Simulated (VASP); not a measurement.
Computed with PBEsol GGA, VASP's PBE PAW potentials (set 64) (plane waves; VASP).

Input for VASP

**KPOINTS**
```
Automatic mesh
0
Gamma
5 4 1
0 0 0
```

**POSCAR**
```
CaF2(110) slab
1
    3.8367177172     0.0000000000     0.0000000000
    0.0000000000     5.4259382662     0.0000000000
    0.0000000000     0.0000000000    26.4165769599
Ca F
6 12
Direct
  0.0000000000   0.0000000000   0.3241274037
  0.5000000000   0.5000000000   0.3870568428
  0.0000000000   0.0000000000   0.4652070911
  0.5000000000   0.5000000000   0.5347929089
  0.0000000000   0.0000000000   0.6129431572
  0.5000000000   0.5000000000   0.6758725963
  0.5000000000   0.2372732813   0.3174126342
  0.0000000000   0.2510406733   0.3914397843
  0.0000000000   0.7489593267   0.3914397843
  0.5000000000   0.7627267187   0.3174126342
  0.5000000000   0.2504188832   0.4629672227
  0.0000000000   0.2495811168   0.5370327773
  0.0000000000   0.7504188832   0.5370327773
  0.5000000000   0.7495811168   0.4629672227
  0.5000000000   0.2489593267   0.6085602157
  0.0000000000   0.2627267187   0.6825873658
  0.0000000000   0.7372732813   0.6825873658
  0.5000000000   0.7510406733   0.6085602157
```

### INCAR
```
! general
SYSTEM  =  CaF2(110) slab
PREC    =  Normal
ENCUT   =  450   ! plane-wave cut-off (eV)
LREAL   =  Auto   ! projection in real space or not
LASPH   =  .TRUE.   ! aspherical one-centre terms

! electronic loop
EDIFF   =  1E-6   ! SCF stop (eV)
NELM    =  100   ! most electronic steps
NELMIN  =  4
ALGO    =  Normal   ! blocked Davidson

! smearing
ISMEAR  =  0
SIGMA   =  0.05

! functional
GGA     =  PS

! output
LWAVE   =  .FALSE.
LCHARG  =  .FALSE.
LORBIT  =  11   ! lm-projected
LVHAR   =  .TRUE.

! other
LDIPOL  =  .TRUE.
IDIPOL  =  3
DIPOL   =  0.5 0.5 0.5
```

POTCAR, in this order: Ca_sv F (PBE.64 set). Program: vasp_std. Read from the step before: WAVECAR.

What VASP printed:

OSZICAR:
```
       N       E                     dE             d eps       ncg     rms          rms(c)
DAV:   1    -0.105761344689E+03   -0.10576E+03   -0.13153E-05  1788   0.424E-02    0.372E-03
DAV:   2    -0.105761344524E+03    0.16455E-06   -0.51211E-06  1640   0.121E-02    0.370E-03
DAV:   3    -0.105761344258E+03    0.26691E-06   -0.18713E-06  1312   0.770E-03    0.896E-04
DAV:   4    -0.105761344176E+03    0.81358E-07   -0.36514E-07  1112   0.452E-03
   1 F= -.10576134E+03 E0= -.10576134E+03  d E =-.179570E-12
```

**OUTCAR**
```
------------------------ aborting loop because EDIFF is reached ----------------------------------------
  FORCE on cell =-STRESS in cart. coord.  units (eV):
  Direction    XX          YY          ZZ          XY          YZ          ZX
  --------------------------------------------------------------------------------------
  Total       -8.3245603     -2.0654898     -4.1444130      0.0000000      0.0000000      0.0000000
  in kB      -24.2527311     -6.0175873    -12.0743114      0.0000000      0.0000000      0.0000000
  external PRESSURE =     -14.1148766 kB  Pullay stress =       0.0000000 kB
  volume of cell :      549.93
      direct lattice vectors                 reciprocal lattice vectors
     3.836717717  0.000000000  0.000000000     0.260639451  0.000000000  0.000000000
     0.000000000  5.425938266  0.000000000     0.000000000  0.184299922  0.000000000
     0.000000000  0.000000000 26.416576960     0.000000000  0.000000000  0.037855018
 POSITION                                       TOTAL-FORCE (eV/Angst)
 -----------------------------------------------------------------------------------
      0.00000      0.00000      8.56234         0.000000     -0.000000      0.006217
      1.91836      2.71297     10.22472         0.000000     -0.000000      0.011016
      0.00000      0.00000     12.28918         0.000000     -0.000000      0.008414
      1.91836      2.71297     14.12740         0.000000     -0.000000     -0.008414
      0.00000      0.00000     16.19186         0.000000     -0.000000     -0.011016
      1.91836      2.71297     17.85424         0.000000     -0.000000     -0.006217
      1.91836      1.28743      8.38496         0.000000      0.014504      0.010850
      0.00000      1.36213     10.34050         0.000000     -0.006723      0.012578
      0.00000      4.06381     10.34050         0.000000      0.006723      0.012578
      1.91836      4.13851      8.38496         0.000000     -0.014504      0.010850
      1.91836      1.35876     12.23001         0.000000     -0.007412     -0.005873
      0.00000      1.35421     14.18657         0.000000      0.007412      0.005873
      0.00000      4.07173     14.18657         0.000000     -0.007412      0.005873
      1.91836      4.06718     12.23001         0.000000      0.007412     -0.005873
      1.91836      1.35084     16.07608        -0.000000      0.006723     -0.012578
      0.00000      1.42554     18.03162         0.000000     -0.014504     -0.010850
      0.00000      4.00040     18.03162         0.000000      0.014504     -0.010850
      1.91836      4.07510     16.07608         0.000000     -0.006723     -0.012578
 -----------------------------------------------------------------------------------
    total drift:                                0.000000      0.000000      0.000000
  FREE ENERGIE OF THE ION-ELECTRON SYSTEM (eV)
  ---------------------------------------------------
  free  energy   TOTEN  =      -105.7613441762 eV

  energy  without entropy=     -105.7613441762  energy(sigma->0) =     -105.76134418

 total charge

# of ion       s       p       d       tot
------------------------------------------
    1        2.024   5.865   0.245   8.134
    2        2.022   5.868   0.224   8.114
    3        2.022   5.869   0.228   8.119
    4        2.022   5.869   0.228   8.119
    5        2.022   5.868   0.224   8.114
    6        2.024   5.865   0.245   8.134
    7        1.744   4.365   0.000   6.109
    8        1.746   4.386   0.000   6.132
    9        1.746   4.386   0.000   6.132
   10        1.744   4.365   0.000   6.109
   11        1.745   4.380   0.000   6.125
   12        1.745   4.380   0.000   6.125
   13        1.745   4.380   0.000   6.125
   14        1.745   4.380   0.000   6.125
   15        1.746   4.386   0.000   6.132
   16        1.744   4.365   0.000   6.109
   17        1.744   4.365   0.000   6.109
   18        1.746   4.386   0.000   6.132
--------------------------------------------------
tot         33.075  87.731   1.394 122.200
```
(Selected blocks of OUTCAR.)

At this cut-off the stress carries a Pulay error, which pulls relaxed volumes low.

The cell is a thin slab with vacuum, built from CaF2 (fluorite): (110) face.
